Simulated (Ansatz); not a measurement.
Write the native input for Ansatz 0.2.0 that does the following.

* Task: single point
* Functional: PBE
* Potentials or basis: all-electron LAPW, scalar-relativistic
* Cutoff: 219 eV (chosen from the basis error)
* Basis error allowed: 0.001 eV/atom
* k mesh: 9 × 9 × 9
* Occupations: gaussian, width 0.1 eV
* Spin: no spin polarisation

Crystal: P.

```
P
1.0
     1.72573    0.99635    3.12968
    -1.72573    0.99635    3.12968
     0.00000   -1.99270    3.12968
P
2
Cartesian
  0.0000 0.0000 7.2570
  0.0000 0.0000 2.1321
```

This isn't the form of P at room conditions, which is orthorhombic.

One way to write it, as run:

input.yaml

```yaml
crystal:
  lattice:
    - [1.725725178, 0.9963478961, 3.1296800121]
    - [-1.725725178, 0.9963478961, 3.1296800121]
    - [0.0, -1.9926957921, 3.1296800121]
  atoms:
    - { symbol: P, position: [0.77291975, 0.77291975, 0.77291975] }
    - { symbol: P, position: [0.22708025, 0.22708025, 0.22708025] }
kpoints:
  mp_grid: { grid: [9, 9, 9] }
scf:
  occupations: { method: gaussian, width: 0.1 }
hamiltonian:
  xc: pbe
  pseudopotentials: { kind: all_electron, lapw: { basis_error: 0.001 } }
output:
  forces: true
  stress: true
  eigenvalues: true
```

Potentials or basis: all-electron LAPW, scalar-relativistic.

The run is started by

```bash
$ ansatz run input.yaml --threads 1 --pin off --max-ram 3072MiB --backend cpu --events-out ev --progress --plain --runs-dir out
```

It gave:

* Pressure: 1.8 GPa
* Largest force: 0.228 eV/Å
* Band gap on the k mesh: none (metal or under the smearing width)

Run time: 9.7 s on 1 thread of Intel(R) Xeon(R) Processor @ 2.70GHz, on a shared host, peak memory 0.29 GiB.
